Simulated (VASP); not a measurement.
# S (P3_221) in VASP: further runs

Runs on S. Level: PBE. Tasks: relaxation of cell and atoms.

Everything below comes from runs of VASP 6.6.1. Logs are shortened: lines on timing, memory, paths and dates and some standing lists are left out, and cuts for length are marked.

**1. The structure**

It takes space group P3_221 (No. 154, trigonal). The conventional cell has a = 7.090 Å, b = 7.090 Å, c = 4.302 Å, α = 90.00°, β = 90.00°, γ = 120.00°. S (site symmetry 1) is surrounded by 2 S at 2.07 Å. S (site symmetry 2) has 2 S at 2.10 Å as nearest neighbours.

This isn't the form of S at room conditions, which is orthorhombic, of S8 rings.

**2. Relaxation of cell and atoms, PBE**

File INCAR:

```
SYSTEM = S
  PREC = Accurate
  ENCUT = 520
  EDIFF = 1E-6
  ISMEAR = 0
  SIGMA = 0.1
  LREAL = .FALSE.
  LASPH = .TRUE.
  NELM = 120
  ALGO = Normal
  ISIF = 3
  LWAVE = .FALSE.
  LCHARG = .FALSE.
  GGA = PE
  IBRION = 2
  NSW = 90
  EDIFFG = -0.01
  KPAR = 2
```

File KPOINTS:

```
Automatic mesh
0
G
  5 5 6
  0 0 0
```

File POSCAR:

```
S
1.0
    7.0897000000      0.0000000000      0.0000000000
   -3.5448500000      6.1398603100      0.0000000000
    0.0000000000      0.0000000000      4.3023800000
S
9
Direct
    0.7727000000      0.3067000000      0.6105000000
    0.6933000000      0.4660000000      0.2771666700
    0.5340000000      0.2273000000      0.9438333300
    0.3067000000      0.7727000000      0.3895000000
    0.4660000000      0.6933000000      0.7228333300
    0.2273000000      0.5340000000      0.0561666700
    0.8755000000      0.0000000000      0.1666666700
    0.0000000000      0.8755000000      0.8333333300
    0.1245000000      0.1245000000      0.5000000000
```

Potentials or basis: VASP PAW PBE potentials, release 64 (S).

The run is started by

```
cat potpaw_PBE.64/S/POTCAR > POTCAR
mpirun -np 2 vasp_std > vasp.out
```

OUTCAR:

```text
SYSTEM = S
   PREC = Accurate
   ENCUT = 520
   EDIFF = 1E-6
   ISMEAR = 0
   LREAL = .FALSE.
   LASPH = .TRUE.
   NELM = 120
   ISIF = 3
   GGA = PE
   IBRION = 2
   NSW = 90
   EDIFFG = -0.01

 ion  position               nearest neighbor table
   1  0.773  0.307  0.611-   3 2.07   2 2.07
   2  0.693  0.466  0.277-   1 2.07   3 2.07
   3  0.534  0.227  0.944-   1 2.07   2 2.07
   4  0.307  0.773  0.389-   5 2.07   6 2.07
   5  0.466  0.693  0.723-   4 2.07   6 2.07
   6  0.227  0.534  0.056-   4 2.07   5 2.07
   7  0.876  0.000  0.167-   9 2.10   8 2.10
   8  0.000  0.876  0.833-   9 2.10   7 2.10
   9  0.124  0.124  0.500-   7 2.10   8 2.10

  LATTYP: Found a hexagonal cell.
 ALAT       =     7.0897000000
 C/A-ratio  =     0.6068493730

  Lattice vectors:

 A1 = (   7.0897000000,   0.0000000000,   0.0000000000)
 A2 = (  -3.5448500000,   6.1398603100,   0.0000000000)
 A3 = (   0.0000000000,   0.0000000000,   4.3023800000)

Analysis of symmetry for initial positions (statically):
=====================================================================
 Subroutine PRICEL returns:
 Original cell was already a primitive cell.

 Routine SETGRP: Setting up the symmetry group for a
 hexagonal supercell.

 Subroutine GETGRP returns: Found  6 space group operations
 (whereof  2 operations were pure point group operations)
 out of a pool of 24 trial point group operations.

The static configuration has the point symmetry C_2 .
 The point group associated with its full space group is D_3 .

Analysis of symmetry for dynamics (positions and initial velocities):
=====================================================================
 Subroutine PRICEL returns:
 Original cell was already a primitive cell.

 Routine SETGRP: Setting up the symmetry group for a
 hexagonal supercell.

 Subroutine GETGRP returns: Found  6 space group operations
 (whereof  2 operations were pure point group operations)
 out of a pool of 24 trial point group operations.

The dynamic configuration has the point symmetry C_2 .
 The point group associated with its full space group is D_3 .

 Subroutine INISYM returns: Found  6 space group operations
 (whereof  2 operations are pure point group operations),
 and found     1 'primitive' translations

----------------------------------------------------------------------------------------

                                     Primitive cell

  volume of cell :     187.2816

  direct lattice vectors                    reciprocal lattice vectors
     7.089700000  0.000000000  0.000000000     0.141049692  0.081435077  0.000000000
    -3.544850000  6.139860310  0.000000000     0.000000000  0.162870155  0.000000000
     0.000000000  0.000000000  4.302380000     0.000000000  0.000000000  0.232429493

  length of vectors
     7.089700000  7.089700004  4.302380000     0.162870155  0.162870155  0.232429493

  position of ions in fractional coordinates (direct lattice)
     0.772700000  0.306700000  0.610500000
     0.693300000  0.466000000  0.277166670
     0.534000000  0.227300000  0.943833330
     0.306700000  0.772700000  0.389500000
     0.466000000  0.693300000  0.722833330
     0.227300000  0.534000000  0.056166670
     0.875500000  0.000000000  0.166666670
     0.000000000  0.875500000  0.833333330
     0.124500000  0.124500000  0.500000000

  ion indices of the primitive-cell ions
   primitive index   ion index
                 1           1
                 2           2
                 3           3
                 4           4
                 5           5
                 6           6
                 7           7
                 8           8
                 9           9

----------------------------------------------------------------------------------------

 KPOINTS: Automatic mesh

Automatic generation of k-mesh.
 Grid dimensions read from file:
 generate k-points for:    5    5    6

 Generating k-lattice:

  Cartesian coordinates                     Fractional coordinates (reciprocal lattice)
     0.028209938  0.016287015  0.000000000     0.200000000  0.000000000  0.000000000
     0.000000000  0.032574031  0.000000000     0.000000000  0.200000000  0.000000000
     0.000000000  0.000000000  0.038738249     0.000000000  0.000000000  0.166666667

  Length of vectors
     0.032574031  0.032574031  0.038738249

  Shift w.r.t. Gamma in fractional coordinates (k-lattice)
     0.000000000  0.000000000  0.000000000

 Subroutine IBZKPT returns following result:
 ===========================================

 Found     24 irreducible k-points:

 Following reciprocal coordinates:
            Coordinates               Weight
  0.000000  0.000000  0.000000      1.000000
  0.200000 -0.000000  0.000000      6.000000
  0.400000  0.000000  0.000000      6.000000
  0.200000  0.200000  0.000000      6.000000
  0.400000  0.200000  0.000000      6.000000
  0.000000  0.000000  0.166667      2.000000
[... 16 lines left out ...]
  0.200000  0.200000  0.500000      6.000000
  0.400000  0.200000  0.500000      6.000000
   k-points           NKPTS =     24   k-points in BZ     NKDIM =     24   number of bands    NBANDS=     32
   number of dos      NEDOS =    301   number of ions     NIONS =      9
   total plane-waves  NPLWV =  93312
   dimension x,y,z NGX =    54 NGY =   54 NGZ =   32
   dimension x,y,z NGXF=   108 NGYF=  108 NGZF=   64
   ions per type =               9
   NGX,Y,Z   is equivalent  to a cutoff of  12.66, 12.66, 12.36 a.u.
   NGXF,Y,Z  is equivalent  to a cutoff of  25.32, 25.32, 24.73 a.u.
 SYSTEM =  S
   PREC   = accura    normal or accurate (medium, high low for compatibility)
   ISTART =      0    job   : 0-new  1-cont  2-samecut
   ICHARG =      2    charge: 1-file 2-atom 10-const
   ISPIN  =      1    spin polarized calculation?
   LNONCOLLINEAR =      F non collinear calculations
   LSORBIT =      F    spin-orbit coupling
   LASPH  =      T    aspherical Exc in radial PAW
   ENCUT  =  520.0 eV  38.22 Ry    6.18 a.u.  13.18 13.18  8.00*2*pi/ulx,y,z
   NELM   =    120;   NELMIN=  2; NELMDL= -5     # of ELM steps
   EDIFF  = 0.1E-05   stopping-criterion for ELM
   LREAL  =      F    real-space projection
   EDIFFG = -.1E-01   stopping-criterion for IOM
   NSW    =     90    number of steps for IOM
   IBRION =      2    ionic relax: 0-MD 1-quasi-New 2-CG
   NFREE  =      1    steps in history (QN), initial steepest desc. (CG)
   ISIF   =      3    stress and relaxation
   ISYM   =      2    0-nonsym 1-usesym 2-fastsym
   POTIM  = 0.5000    time-step for ionic-motion
   TEBEG  =    0.0;   TEEND  =   0.0 temperature during run
   PSTRESS=    0.0 pullay stress
   NELECT =      54.0000    total number of electrons
   NUPDOWN=      -1.0000    fix difference up-down
   EMIN   =  10.00;   EMAX   =-10.00  energy-range for DOS
   EFERMI =   0.00;   METHOD = LEGACY
   ISMEAR =     0;   SIGMA  =   0.10  broadening in eV -4-tet -1-fermi 0-gaus
   EFERMI_NEDOS =   21; number of points for ismear=-14 and -15
   IALGO  =     38    algorithm
   IMIX   =      4    mixing-type and parameters
     AMIX     =   0.40;   BMIX     =  1.00
     AMIX_MAG =   1.60;   BMIX_MAG =  1.00
  volume/ion in A,a.u.               =      20.81       140.43
  Fermi-wavevector in a.u.,A,eV,Ry     =   1.081536  2.043807 15.915013  1.169720
  Thomas-Fermi vector in A             =   2.217555
   LORBIT       =      0    0 simple, 1 ext, 2 COOP (PROOUT), +10 PAW based schemes
   GGA     = PE    functional components
   LHFCALC =     F    Hartree Fock is set to
   AEXX    =    0.0000 exact exchange contribution
   IVDW    =     0    specifies the selected vdW correction
   LEPSILON=     F    determine dielectric tensor
   LRPA    =     F    only Hartree local field effects (RPA)
 conjugate gradient relaxation of ions
 non-spin polarized calculation
 Gauss-broadening in eV      SIGMA  =   0.10
  energy-cutoff  :      520.00
  volume of cell :      187.28
 maximum number of plane-waves:      5060
 NGX is ok and might be reduce to    54
   NGX = 27   NGY = 27   NGZ = 15

--------------------------------------- Ionic step        1  -------------------------------------------

 number of electron      54.0000000 magnetization

 Free energy of the ion-electron system (eV)
  ---------------------------------------------------
  ext. energy  EPLUGINS =         0.00000000
  ---------------------------------------------------
  free energy    TOTEN  =       -36.03783348 eV

  energy without entropy =      -36.03783348  energy(sigma->0) =      -36.03783348

------------------------ aborting loop because EDIFF is reached ----------------------------------------

  FORCE on cell =-STRESS in cart. coord.  units (eV):
  Direction    XX          YY          ZZ          XY          YZ          ZX
  --------------------------------------------------------------------------------------
  -------------------------------------------------------------------------------------
  Total        3.6892248      3.6892248      4.4262352      0.0000000      0.0000000      0.0000000
  in kB       31.5609877     31.5609877     37.8660458      0.0000000      0.0000000      0.0000000
  external PRESSURE =      33.6626737 kB  Pullay stress =       0.0000000 kB
[... 110 lines left out ...]
  FREE ENERGIE OF THE ION-ELECTRON SYSTEM (eV)
  ---------------------------------------------------
  free  energy   TOTEN  =       -36.3232546864 eV

  energy  without entropy=      -36.3232546864  energy(sigma->0) =      -36.32325469

[... ionic steps 4 to 27 ...]

--------------------------------------- Ionic step       28  -------------------------------------------

 number of electron      53.9999999 magnetization

------------------------ aborting loop because EDIFF is reached ----------------------------------------

  FORCE on cell =-STRESS in cart. coord.  units (eV):
  Direction    XX          YY          ZZ          XY          YZ          ZX
  --------------------------------------------------------------------------------------
  -------------------------------------------------------------------------------------
  Total        0.0464665      0.0464665     -0.0658820      0.0000000     -0.0000000      0.0000000
  in kB        0.2545363      0.2545363     -0.3608912      0.0000000     -0.0000000      0.0000000
  external PRESSURE =       0.0493938 kB  Pullay stress =       0.0000000 kB
[... 71 lines left out ...]
  energy  without entropy=      -36.8324352964  energy(sigma->0) =      -36.83243530

--------------------------------------- Ionic step       30  -------------------------------------------

 number of electron      53.9999999 magnetization

 Free energy of the ion-electron system (eV)
  ---------------------------------------------------
  ext. energy  EPLUGINS =         0.00000000
  ---------------------------------------------------
  free energy    TOTEN  =       -36.83244738 eV

  energy without entropy =      -36.83244738  energy(sigma->0) =      -36.83244738

 E-fermi :   0.5955     XC(G=0):  -7.1134

 val. band max:        0.1776338661   @ k =   0.0000   0.0000   0.3333
 cond. band min:       2.5761173978   @ k =   0.4000   0.0000   0.5000
 fundamental gap:      2.3984835317
 Fermi energy:         0.5955183578

 k-point     1 :       0.0000    0.0000    0.0000
  band No.  band energies     occupation
      1     -15.8823      2.00000
      2     -15.8163      2.00000
      3     -15.7997      2.00000
      4     -10.9694      2.00000
      5     -10.9694      2.00000
      6     -10.9071      2.00000
[... 865 lines left out ...]
  FREE ENERGIE OF THE ION-ELECTRON SYSTEM (eV)
  ---------------------------------------------------
  free  energy   TOTEN  =       -36.8324473785 eV

  energy  without entropy=      -36.8324473784  energy(sigma->0) =      -36.83244738

 reached required accuracy - stopping structural energy minimisation
```

It took 19 min on 2 MPI ranks of Intel Xeon Platinum 8488C (Sapphire Rapids), shared host; peak memory 0.33 GiB.

What came out:

```
Free energy                            : -36.8324 eV
Relaxed volume                         : 32.52 Å³/atom
Relaxed cell                           : a = 8.758 Å, b = 8.758 Å, c = 4.405 Å, α = 90.00°, β = 90.00°, γ = 120.00°
Space group after relaxing (to 0.05 Å) : P3_221 (No. 154)
Energy gained by relaxing              : 88.3 meV/atom
Ionic steps                            : 30
Pressure after relaxing                : 0.0 GPa
Largest force after relaxing           : 0.007 eV/Å
Band gap on the k mesh                 : 2.40 eV, indirect (least direct gap 2.56 eV)
```

Forces in eV/Å, atoms in the order of the input:
```
S   -0.003  0.006 -0.001
S   -0.003 -0.006 -0.001
S    0.006  0.000 -0.001
S    0.006  0.000  0.001
S   -0.003 -0.006  0.001
S   -0.003  0.006  0.001
S   -0.006  0.000  0.000
S    0.003 -0.006  0.000
S    0.003  0.006  0.000
```

The path:
```csv
step,energy change (eV),largest force (eV/Å),pressure (GPa),volume (Å³)
1,0.0000,0.4361,3.37,187.28
2,-0.2244,0.6590,0.52,199.38
3,-0.2854,0.8150,-1.46,210.55
4,-0.4171,0.4827,-0.70,214.91
5,-0.5151,0.1594,0.65,221.90
6,-0.5169,0.2775,0.92,223.21
7,-0.5863,0.2502,0.81,228.29
8,-0.7162,0.2364,0.71,243.67
9,-0.7102,0.3589,1.15,274.86
10,-0.7497,0.3177,0.97,260.95
11,-0.7499,0.5558,-0.96,275.21
12,-0.7700,0.2238,-0.04,267.98
13,-0.7825,0.1509,0.05,271.01
14,-0.7828,0.1528,0.07,271.52
15,-0.7850,0.0364,0.12,272.71
16,-0.7850,0.0326,0.11,272.69
17,-0.7860,0.0481,0.01,273.88
18,-0.7862,0.0782,-0.05,274.54
19,-0.7867,0.0722,-0.04,274.92
20,-0.7881,0.0543,0.02,276.06
21,-0.7895,0.0414,0.13,278.33
22,-0.7905,0.0457,0.10,279.80
23,-0.7929,0.0566,0.03,284.25
24,-0.7941,0.0726,-0.10,293.25
25,-0.7942,0.0687,-0.08,291.40
26,-0.7939,0.1020,0.13,294.07
27,-0.7945,0.0210,0.01,292.53
28,-0.7945,0.0205,0.00,292.48
29,-0.7946,0.0155,-0.02,292.70
30,-0.7946,0.0065,-0.02,292.64
```

Final structure:
```
S
1.0
     8.75809    0.00000    0.00000
    -4.37904    7.58473    0.00000
     0.00000    0.00000    4.40532
S
9
Direct
  0.75064 0.31246 0.60648
  0.68754 0.43818 0.27315
  0.56182 0.24936 0.93982
  0.31246 0.75064 0.39352
  0.43818 0.68754 0.72685
  0.24936 0.56182 0.06018
  0.90366 0.00000 0.16667
  0.00000 0.90366 0.83333
  0.09634 0.09634 0.50000
```

Levels at points of the mesh, in eV from the valence-band top:
```
           k point  band 24  band 25  band 26  band 27  band 28  band 29  band 30  band 31
(0.00, 0.00, 0.00)    -2.07    -0.38    -0.31    -0.20     3.61     3.61     3.76     3.76
(0.00, 0.00, 0.50)    -0.37    -0.37    -0.20    -0.20     2.43     2.48     2.56     2.86
```

Caveat: the volume moved by over 15 % at a fixed basis, so the end points are rough; an odd mesh through Γ misses points on the zone boundary, where band edges often lie; the volume moved by +56 % from the deposited cell, more than functionals usually miss.

(Part 1 of 2 ends here.)
